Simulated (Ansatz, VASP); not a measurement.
# Rh in VASP and in Ansatz

Contents of INCAR:

```
SYSTEM = Rh
PREC = Accurate
ENCUT = 600
EDIFF = 1E-7
ISMEAR = 0
SIGMA = 0.1
LREAL = .FALSE.
LASPH = .TRUE.
NELM = 100
ALGO = Normal
ISIF = 3
LWAVE = .FALSE.
LCHARG = .FALSE.
GGA = PS
IBRION = 2
NSW = 70
EDIFFG = -0.005
```

The input KPOINTS:

```
Automatic mesh
0
G
  18 18 18
  0 0 0
```

The input POSCAR:

```
Rh
1.0
    0.0000000000      1.9149890286      1.9149890286
    1.9149890286      0.0000000000      1.9149890286
    1.9149890286      1.9149890286      0.0000000000
Rh
1
Direct
    0.0000000000      0.0000000000      0.0000000000
```

Input for Ansatz:

```yaml
crystal:
  lattice:
    - [0.0, 1.9149890286, 1.9149890286]
    - [1.9149890286, 0.0, 1.9149890286]
    - [1.9149890286, 1.9149890286, 0.0]
  atoms:
    - { symbol: Rh, position: [0.0, 0.0, 0.0] }
basis:
  ecutwfc: 420
kpoints:
  mp_grid: { grid: [18, 18, 18] }
hamiltonian:
  xc: pbesol
scf:
  occupations: { method: gaussian, width: 0.1 }
output:
  forces: true
  stress: true
  eigenvalues: true
relax:
  adjacent_minimum: "off"
  f_tol: 0.005
  max_steps: 50
  cell: { stress_tol: 0.05 }
```

Alike in both runs: task relaxation of cell and atoms; functional PBEsol; k mesh 18 × 18 × 18; occupations gaussian, width 0.1 eV; no spin polarisation.

|  | VASP | Ansatz |
| --- | --- | --- |
| version | VASP 6.6.1 | Ansatz 0.2.0 |
| potentials or method | VASP PAW PBE potentials, release 64 (Rh_pv) | scalar-relativistic, plane waves, PAW |
| plane-wave cutoff (eV) | 600 | 420 |
| valence electrons in the cell | 15 | 17 |

|  | VASP | Ansatz | Ansatz less VASP |
| --- | --- | --- | --- |
| gap on the k mesh at the Fermi level, each at its own relaxed structure (eV) | none | none | - |
| relaxed volume (Å³/atom) | 13.49 | 13.50 | +0.006 |
| relaxed cell length with the largest relative difference (Å) | 2.672 | 2.673 | +0.0004 |
| energy change over the relaxation (meV/atom) | -19 | -19 | +0.6 |

A gap of «none» marks a metal or a gap that the smearing closes. The two sets of potentials don't hold the same shells in valence.

Caveats: the PAW data sets were made with another functional, which shifts forces and pressure a little (VASP).
